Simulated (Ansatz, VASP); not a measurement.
**As: VASP beside Ansatz**

Contents of INCAR:

```
PREC = Accurate
ENCUT = 520
EDIFF = 1E-6
ISMEAR = -1
SIGMA = 0.1
LREAL = F
LASPH = T
NELM = 100
ALGO = Normal
ISIF = 2
LWAVE = F
LCHARG = F
GGA = PS
NBANDS = 18
```

Contents of KPOINTS:

```
regular mesh
0
Gamma
  14 14 4
```

Contents of POSCAR:

```
As
1.0
    3.0096250481      0.0000000000      0.0000000000
   -1.5048125240      2.6064117476      0.0000000000
    0.0000000000      0.0000000000     10.1442061499
As
4
Direct
    0.0000000000      0.0000000000      1.0000000000
    0.0000000000      0.0000000000      0.5000000000
    0.3333333333      0.6666666667      0.2500000000
    0.6666666667      0.3333333333      0.7500000000
```

Input for Ansatz:

```yaml
crystal:
  lattice:
    - [3.0096250481, 0.0, 0.0]
    - [-1.504812524, 2.6064117476, 0.0]
    - [0.0, 0.0, 10.1442061499]
  atoms:
    - { symbol: As, position: [0.0, 0.0, 1.0] }
    - { symbol: As, position: [0.0, 0.0, 0.5] }
    - { symbol: As, position: [0.3333333333, 0.6666666667, 0.25] }
    - { symbol: As, position: [0.6666666667, 0.3333333333, 0.75] }
hamiltonian:
  xc: pbesol
  pseudopotentials:
    kind: paw
    azcp:
      As: "pseudopotentials/As.paw.azcp"
basis:
  ecutwfc: 420
  fft_grid_basis: typed
kpoints:
  mp_grid: { grid: [14, 14, 4], shift: [0, 0, 0] }
magnetization:
  spin_polarized: false
scf:
  occupations: { method: fermi_dirac, width: 0.1 }
  lower_state_search: "off"
output:
  stress: true
```

Alike in both runs: task single point; functional PBEsol; k mesh 14 × 14 × 4; occupations fermi-dirac, width 0.1 eV; no spin polarisation.

```csv
,VASP,Ansatz
version,VASP 6.6.1,Ansatz 0.2.0
potentials or method,"VASP PAW PBE potentials, release 64 (As)","plane waves (420 eV) with PAW, scalar-relativistic"
plane-wave cutoff (eV),520,420
valence electrons in the cell,20,60
```

|  | VASP | Ansatz | Ansatz less VASP |
| --- | --- | --- | --- |
| pressure (GPa) | -6.0 | -6.1 | -0.12 |
| largest component of the traceless stress (GPa) | 0.72 | 0.73 | +0.008 |

The two sets of potentials don't hold the same shells in valence. Ansatz warned: «pseudo_functional_mismatch».

Caveats: the PAW data sets were made with another functional, which shifts forces and pressure a little (VASP).
